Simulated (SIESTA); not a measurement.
Crystal: KTaO3.

```
CELL_PARAMETERS angstrom
3.98830 0.00000 0.00000
0.00000 3.98830 0.00000
0.00000 0.00000 3.98830
ATOMIC_POSITIONS crystal
Ta 0.00000 0.00000 0.00000
K 0.50000 0.50000 0.50000
O 0.00000 0.00000 0.50000
O 0.00000 0.50000 0.00000
O 0.50000 0.00000 0.00000
```

Base run:

- Program: SIESTA 5.4.2
- Functional: BLYP
- Potentials or basis: PseudoDojo 0.4 standard (PBE files)
- Basis: DZP (energy shift 0.003 Ry; two zetas on semicore shells; d shell added on K)
- Grid cutoff: 800 Ry
- Energy shift: 0.003 Ry
- k mesh: 7 × 7 × 7
- Occupations: fermi-dirac, width 0.05 eV
- Spin: no spin polarisation

Its results: band gap on the k mesh 2.05 eV, indirect (least direct gap 2.56 eV); pressure 13.3 GPa.

Q: After a change of settings the same cell gave: band gap on the k mesh 1.98 eV, indirect (least direct gap 2.49 eV); pressure 3.6 GPa. Which change was it?
A. functional from BLYP to AM05; potentials or basis from PseudoDojo 0.4 standard (PBE files) to PseudoDojo 0.4 standard (PBEsol files)
B. functional from BLYP to vdW-DF-cx
C. functional from BLYP to LDA; potentials or basis from PseudoDojo 0.4 standard (PBE files) to PseudoDojo 0.4 standard (LDA files)
D. functional from BLYP to PBEsol; potentials or basis from PseudoDojo 0.4 standard (PBE files) to PseudoDojo 0.4 standard (PBEsol files)

A: B.

Caveats: short orbitals over semicore shells can move pressures by several GPa; the potentials were made for another functional, which shifts forces and pressure; spin-orbit coupling is left out, which moves the levels of the heavy elements; the basis of atomic orbitals isn't converged, which shifts pressures, moduli and gaps.

Not every run made on this cell is shown here.
